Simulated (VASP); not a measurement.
# Cr (P6_3/mmc) in VASP: a series of runs

The runs below take Cr through single point, with PBEsol.

Program: VASP 6.6.1. These are calculated values, not measurements. Logs are shortened: lines on timing, memory, paths and dates and some standing lists are left out, and cuts for length are marked.

### Step 1. Starting point

The structure is hexagonal, space group P6_3/mmc (No. 194). Conventional cell: a = 2.714 Å, b = 2.714 Å, c = 4.410 Å, α = 90.00°, β = 90.00°, γ = 120.00°. Around Cr (site symmetry -6m2) lie 12 Cr at 2.71 Å.

This isn't the form of Cr at room conditions, which is bcc.

### Step 2. Single point, PBEsol, collinear spin, ferromagnetic start

File INCAR:

```
SYSTEM = Cr
ADDGRID = .FALSE.
ALGO = Normal
EDIFF = 1E-6
ENCUT = 300
GGA = PS
ISIF = 2
ISMEAR = 1
ISPIN = 2
LASPH = .TRUE.
LCHARG = .FALSE.
LMAXMIX = 4
LORBIT = 11
LREAL = .FALSE.
LWAVE = .FALSE.
MAGMOM = 3 3
NELM = 100
PREC = Accurate
SIGMA = 0.1
```

File KPOINTS:

```
k-points
0
G
  10 10 6
  0 0 0
```

File POSCAR:

```
Cr
1.0
    2.7140000000      0.0000000000      0.0000000000
   -1.3570000000      2.3503929459      0.0000000000
    0.0000000000      0.0000000000      4.4100000000
Cr
2
Direct
    0.6666666667      0.3333333333      0.7500000000
    0.3333333333      0.6666666667      0.2500000000
```

Potentials or basis: VASP PAW PBE potentials, release 64 (Cr_pv).

The run is started by

```bash
> cat potpaw_PBE.64/Cr_pv/POTCAR > POTCAR
> mpirun -np 1 vasp_std > vasp.out
```

OUTCAR:

```text
SYSTEM = Cr
   EDIFF = 1E-6
   ENCUT = 300
   GGA = PS
   ISIF = 2
   ISMEAR = 1
   ISPIN = 2
   LASPH = .TRUE.
   LORBIT = 11
   LREAL = .FALSE.
   NELM = 100
   PREC = Accurate

 Found     56 irreducible k-points:

 Following reciprocal coordinates:
            Coordinates               Weight
  0.000000  0.000000  0.000000      1.000000
  0.100000  0.000000  0.000000      6.000000
  0.200000  0.000000  0.000000      6.000000
  0.300000 -0.000000  0.000000      6.000000
  0.400000  0.000000  0.000000      6.000000
  0.500000  0.000000  0.000000      3.000000
   k-points           NKPTS =     56   k-points in BZ     NKDIM =     56   number of bands    NBANDS=     19
   number of dos      NEDOS =    301   number of ions     NIONS =      2
   total plane-waves  NPLWV =   7168
   dimension x,y,z NGX =    16 NGY =   16 NGZ =   28
   dimension x,y,z NGXF=    32 NGYF=   32 NGZF=   56
   ions per type =               2
   NGX,Y,Z   is equivalent  to a cutoff of   9.80,  9.80, 10.56 a.u.
   NGXF,Y,Z  is equivalent  to a cutoff of  19.60, 19.60, 21.11 a.u.
 SYSTEM =  Cr
   PREC   = accura    normal or accurate (medium, high low for compatibility)
   ISTART =      0    job   : 0-new  1-cont  2-samecut
   ICHARG =      2    charge: 1-file 2-atom 10-const
   ISPIN  =      2    spin polarized calculation?
   LNONCOLLINEAR =      F non collinear calculations
   LSORBIT =      F    spin-orbit coupling
   LASPH  =      T    aspherical Exc in radial PAW
   ENCUT  =  300.0 eV  22.05 Ry    4.70 a.u.   3.83  3.83  6.23*2*pi/ulx,y,z
   NELM   =    100;   NELMIN=  2; NELMDL= -5     # of ELM steps
   EDIFF  = 0.1E-05   stopping-criterion for ELM
   LREAL  =      F    real-space projection
   EDIFFG = 0.1E-04   stopping-criterion for IOM
   NSW    =      0    number of steps for IOM
   IBRION =     -1    ionic relax: 0-MD 1-quasi-New 2-CG
   NFREE  =      0    steps in history (QN), initial steepest desc. (CG)
   ISIF   =      2    stress and relaxation
   ISYM   =      2    0-nonsym 1-usesym 2-fastsym
   POTIM  = 0.5000    time-step for ionic-motion
   TEBEG  =    0.0;   TEEND  =   0.0 temperature during run
   PSTRESS=    0.0 pullay stress
   NELECT =      24.0000    total number of electrons
   NUPDOWN=      -1.0000    fix difference up-down
   EMIN   =  10.00;   EMAX   =-10.00  energy-range for DOS
   EFERMI =   0.00;   METHOD = LEGACY
   ISMEAR =     1;   SIGMA  =   0.10  broadening in eV -4-tet -1-fermi 0-gaus
   EFERMI_NEDOS =   21; number of points for ismear=-14 and -15
   IALGO  =     38    algorithm
   IMIX   =      4    mixing-type and parameters
     AMIX     =   0.40;   BMIX     =  1.00
     AMIX_MAG =   1.60;   BMIX_MAG =  1.00
  volume/ion in A,a.u.               =      14.07        94.92
  Fermi-wavevector in a.u.,A,eV,Ry     =   1.552681  2.934142 32.801180  2.410819
  Thomas-Fermi vector in A             =   2.657021
   LORBIT       =     11    0 simple, 1 ext, 2 COOP (PROOUT), +10 PAW based schemes
   GGA     = PS    functional components
   LHFCALC =     F    Hartree Fock is set to
   AEXX    =    0.0000 exact exchange contribution
   IVDW    =     0    specifies the selected vdW correction
   LEPSILON=     F    determine dielectric tensor
   LRPA    =     F    only Hartree local field effects (RPA)
 spin polarized calculation
 Methfessel and Paxton  Order N= 1 SIGMA  =   0.10
  energy-cutoff  :      300.00
  volume of cell :       28.13
 maximum number of plane-waves:       340
 NGX is ok and might be reduce to    16
   NGX =  7   NGY =  7   NGZ = 13

 number of electron      23.9999996 magnetization       1.6632133

 Free energy of the ion-electron system (eV)
  ---------------------------------------------------
  ext. energy  EPLUGINS =         0.00000000
  ---------------------------------------------------
  free energy    TOTEN  =       -18.91654804 eV

  energy without entropy =      -18.91848377  energy(sigma->0) =      -18.91719328

 E-fermi :   8.1255     XC(G=0): -12.6968

 val. band max:        8.1232644256   @ k =   0.0000   0.0000   0.0000
 cond. band min:       8.1287616097   @ k =   0.0000   0.0000   0.1667
 fundamental gap:      0.0054971841
 Fermi energy:         8.1254638194

 spin component 1

 k-point     1 :       0.0000    0.0000    0.0000
  band No.  band energies     occupation
      1     -35.1497      1.00000
      2     -34.8076      1.00000
      3     -34.8076      1.00000
      4     -34.7403      1.00000
      5     -34.7403      1.00000
      6     -34.6586      1.00000
[... 11 lines left out ...]
     18       9.5471     -0.00000
     19      15.0301      0.00000

 k-point     2 :       0.1000    0.0000    0.0000
  band No.  band energies     occupation
      1     -35.1340      1.00000
      2     -34.8419      1.00000
      3     -34.8184      1.00000
      4     -34.7763      1.00000
      5     -34.7460      1.00000
      6     -34.6654      1.00000
[... 11 lines left out ...]
     18      10.6813      0.00000
     19      15.0298      0.00000

 k-point     3 :       0.2000    0.0000    0.0000
  band No.  band energies     occupation
      1     -35.0914      1.00000
      2     -34.9331      1.00000
      3     -34.8683      1.00000
      4     -34.8466      1.00000
      5     -34.7614      1.00000
      6     -34.6842      1.00000
[... 11 lines left out ...]
     18      12.3972      0.00000
     19      15.0215      0.00000

 k-point     4 :       0.3000   -0.0000    0.0000
  band No.  band energies     occupation
      1     -35.0460      1.00000
      2     -35.0297      1.00000
      3     -34.9779      1.00000
      4     -34.8799      1.00000
      5     -34.7809      1.00000
      6     -34.7150      1.00000
[... 11 lines left out ...]
     18      14.2952      0.00000
     19      15.0279      0.00000

 k-point     5 :       0.4000    0.0000    0.0000
  band No.  band energies     occupation
      1     -35.1395      1.00000
      2     -35.0641      1.00000
      3     -34.9666      1.00000
      4     -34.9060      1.00000
      5     -34.7978      1.00000
      6     -34.7534      1.00000
[... 11 lines left out ...]
     18      14.3647      0.00000
     19      15.0403      0.00000

 k-point     6 :       0.5000    0.0000    0.0000
  band No.  band energies     occupation
      1     -35.1752      1.00000
      2     -35.0966      1.00000
      3     -34.9343      1.00000
      4     -34.9154      1.00000
      5     -34.8042      1.00000
      6     -34.7763      1.00000
[... 11 lines left out ...]
     18      12.6559      0.00000
     19      15.0382      0.00000

 [... further k-points ...]

 spin component 2

 k-point     1 :       0.0000    0.0000    0.0000
  band No.  band energies     occupation
      1     -34.4397      1.00000
      2     -34.0116      1.00000
      3     -34.0116      1.00000
      4     -33.9432      1.00000
      5     -33.9432      1.00000
      6     -33.9389      1.00000
[... 11 lines left out ...]
     18      10.3253      0.00000
     19      15.9238      0.00000

 k-point     2 :       0.1000    0.0000    0.0000
  band No.  band energies     occupation
      1     -34.4237      1.00000
      2     -34.0467      1.00000
      3     -34.0227      1.00000
      4     -33.9800      1.00000
      5     -33.9489      1.00000
      6     -33.9457      1.00000
[... 11 lines left out ...]
     18      11.2989      0.00000
     19      15.9239      0.00000

 k-point     3 :       0.2000    0.0000    0.0000
  band No.  band energies     occupation
      1     -34.3800      1.00000
      2     -34.1400      1.00000
      3     -34.0741      1.00000
      4     -34.0514      1.00000
      5     -33.9648      1.00000
      6     -33.9646      1.00000
[... 11 lines left out ...]
     18      12.9478      0.00000
     19      15.9444      0.00000

 k-point     4 :       0.3000   -0.0000    0.0000
  band No.  band energies     occupation
      1     -34.3171      1.00000
      2     -34.2556      1.00000
      3     -34.1860      1.00000
      4     -34.0855      1.00000
      5     -33.9961      1.00000
      6     -33.9844      1.00000
[... 11 lines left out ...]
     18      14.8025      0.00000
     19      15.9832      0.00000

 k-point     5 :       0.4000    0.0000    0.0000
  band No.  band energies     occupation
      1     -34.3513      1.00000
      2     -34.2740      1.00000
      3     -34.2526      1.00000
      4     -34.1121      1.00000
      5     -34.0352      1.00000
      6     -34.0016      1.00000
[... 11 lines left out ...]
     18      14.8474      0.00000
     19      16.1087      0.00000

 k-point     6 :       0.5000    0.0000    0.0000
  band No.  band energies     occupation
      1     -34.3878      1.00000
      2     -34.3070      1.00000
      3     -34.2196      1.00000
      4     -34.1216      1.00000
      5     -34.0586      1.00000
      6     -34.0082      1.00000
[... 11 lines left out ...]
     18      13.1969      0.00000
     19      16.1068      0.00000

 [... further k-points ...]

------------------------ aborting loop because EDIFF is reached ----------------------------------------

  FORCE on cell =-STRESS in cart. coord.  units (eV):
  Direction    XX          YY          ZZ          XY          YZ          ZX
  --------------------------------------------------------------------------------------
  -------------------------------------------------------------------------------------
  Total       -6.1341659     -6.1341659     -5.1964550     -0.0000000     -0.0000000      0.0000000
  in kB     -349.3632289   -349.3632289   -295.9571576     -0.0000000     -0.0000000      0.0000000
  external PRESSURE =    -331.5612051 kB  Pullay stress =       0.0000000 kB

 VOLUME and BASIS-vectors are now :
 -----------------------------------------------------------------------------
  energy-cutoff  :      300.00
  volume of cell :       28.13
      direct lattice vectors                 reciprocal lattice vectors
     2.714000000  0.000000000  0.000000000     0.368459838  0.212730387  0.000000000
    -1.357000000  2.350392946  0.000000000     0.000000000  0.425460773  0.000000000
     0.000000000  0.000000000  4.410000000     0.000000000  0.000000000  0.226757370

 POSITION                                       TOTAL-FORCE (eV/Angst)
 -----------------------------------------------------------------------------------
      1.35700      0.78346      3.30750         0.000000     -0.000000      0.000000
     -0.00000      1.56693      1.10250        -0.000000      0.000000      0.000000
 -----------------------------------------------------------------------------------
    total drift:                               -0.000000      0.000000     -0.000000

  FREE ENERGIE OF THE ION-ELECTRON SYSTEM (eV)
  ---------------------------------------------------
  free  energy   TOTEN  =       -18.9165480406 eV

  energy  without entropy=      -18.9184837673  energy(sigma->0) =      -18.91719328

 total charge

# of ion       s       p       d       tot
------------------------------------------
    1        0.376   6.284   4.047  10.707
    2        0.376   6.284   4.047  10.707
--------------------------------------------------
tot          0.752  12.568   8.094  21.414

 magnetization (x)

# of ion       s       p       d       tot
------------------------------------------
    1        0.001   0.020   0.752   0.772
    2        0.001   0.020   0.752   0.772
--------------------------------------------------
tot          0.001   0.039   1.504   1.544
```

Wall time 20 s (1 thread of Intel Xeon Platinum 8488C (Sapphire Rapids), shared host); peak memory 0.13 GiB.

The run converged, but some of its settings lie outside the range that counts as converged, so its numbers aren't taken as properties of the crystal.

Results:

```yaml
Free_energy: -18.9165 eV
Band_gap_on_the_k_mesh: none (metal or under the smearing width)
Net_moment: 1.66 μB per cell
Site_moments: Cr +0.77 μB
Valence_electrons_inside_the_program's_atomic_spheres: Cr 10.71
```

Caveat: the cutoff is under 1.25 times the usual one of these potentials, so pressure, stress and relaxed cells hold a basis-set (Pulay) error; a pressure of tens of GPa on the cell as given is suspect, and the run, the potentials or the cell itself is likely at fault; the PAW data sets were made with another functional, which shifts forces and pressure a little.

### Step 3. Single point, PBEsol, collinear spin, ferromagnetic start

Changes to INCAR since step 2:

```diff
@@ -4,3 +4,3 @@
 EDIFF = 1E-6
-ENCUT = 300
+ENCUT = 350
 GGA = PS
```

KPOINTS is that of step 2.

POSCAR is that of step 2.

Potentials or basis: VASP PAW PBE potentials, release 64 (Cr_pv).

The run is started by

```bash
> cat potpaw_PBE.64/Cr_pv/POTCAR > POTCAR
> mpirun -np 1 vasp_std > vasp.out
```

OUTCAR:

```text
SYSTEM = Cr
   EDIFF = 1E-6
   ENCUT = 350
   GGA = PS
   ISIF = 2
   ISMEAR = 1
   ISPIN = 2
   LASPH = .TRUE.
   LORBIT = 11
   LREAL = .FALSE.
   NELM = 100
   PREC = Accurate

 Found     56 irreducible k-points:

 Following reciprocal coordinates:
            Coordinates               Weight
  0.000000  0.000000  0.000000      1.000000
  0.100000  0.000000  0.000000      6.000000
  0.200000  0.000000  0.000000      6.000000
  0.300000 -0.000000  0.000000      6.000000
  0.400000  0.000000  0.000000      6.000000
  0.500000  0.000000  0.000000      3.000000
   k-points           NKPTS =     56   k-points in BZ     NKDIM =     56   number of bands    NBANDS=     19
[... 357 lines left out ...]
 -----------------------------------------------------------------------------
  energy-cutoff  :      350.00
  volume of cell :       28.13
      direct lattice vectors                 reciprocal lattice vectors
     2.714000000  0.000000000  0.000000000     0.368459838  0.212730387  0.000000000
    -1.357000000  2.350392946  0.000000000     0.000000000  0.425460773  0.000000000
     0.000000000  0.000000000  4.410000000     0.000000000  0.000000000  0.226757370

 POSITION                                       TOTAL-FORCE (eV/Angst)
 -----------------------------------------------------------------------------------
      1.35700      0.78346      3.30750        -0.000000      0.000000      0.000000
     -0.00000      1.56693      1.10250         0.000000      0.000000      0.000000
 -----------------------------------------------------------------------------------
    total drift:                               -0.000000      0.000000     -0.000000

  FREE ENERGIE OF THE ION-ELECTRON SYSTEM (eV)
  ---------------------------------------------------
  free  energy   TOTEN  =       -18.9116245467 eV

  energy  without entropy=      -18.9135627735  energy(sigma->0) =      -18.91227062

 total charge

# of ion       s       p       d       tot
------------------------------------------
    1        0.376   6.282   4.049  10.707
    2        0.376   6.282   4.049  10.707
--------------------------------------------------
tot          0.752  12.565   8.097  21.414

 magnetization (x)

# of ion       s       p       d       tot
------------------------------------------
    1        0.001   0.020   0.751   0.771
    2        0.001   0.020   0.751   0.771
--------------------------------------------------
tot          0.001   0.039   1.502   1.543
```

Wall time 25 s (1 thread of Intel Xeon Platinum 8488C (Sapphire Rapids), shared host); peak memory 0.14 GiB.

The run converged, but some of its settings lie outside the range that counts as converged, so its numbers aren't taken as properties of the crystal.

Results:

```
Free energy                                           : -18.9116 eV
Pressure                                              : -32.9 GPa
Band gap on the k mesh                                : none (metal or under the smearing width)
Net moment                                            : 1.66 μB per cell
Site moments                                          : Cr +0.77 μB
Valence electrons inside the program's atomic spheres : Cr 10.71
```

Caveat: a pressure of tens of GPa on the cell as given is suspect, and the run, the potentials or the cell itself is likely at fault; the PAW data sets were made with another functional, which shifts forces and pressure a little.

### Step 4. Single point, PBEsol, collinear spin, ferromagnetic start

Changes to INCAR since step 3:

```diff
@@ -4,3 +4,3 @@
 EDIFF = 1E-6
-ENCUT = 350
+ENCUT = 250
 GGA = PS
```

File KPOINTS:

```
k-points
0
G
  12 12 7
  0 0 0
```

POSCAR is that of step 3.

The run is started by

```bash
> cat potpaw_PBE.64/Cr_pv/POTCAR > POTCAR
> mpirun -np 1 vasp_std > vasp.out
```

It took 18 s on 1 thread of Intel Xeon Platinum 8488C (Sapphire Rapids), shared host; peak memory 0.13 GiB.

The run converged, but a check on its numbers failed (symmetry, net force, bounds or a known fault of this set-up), so they aren't taken as properties of the crystal.

Caveat: the cutoff lies under the usual one of these potentials, so the numbers hold a large basis-set error; a pressure of tens of GPa on the cell as given is suspect, and the run, the potentials or the cell itself is likely at fault; the PAW data sets were made with another functional, which shifts forces and pressure a little.

[end of part 1 of 2]
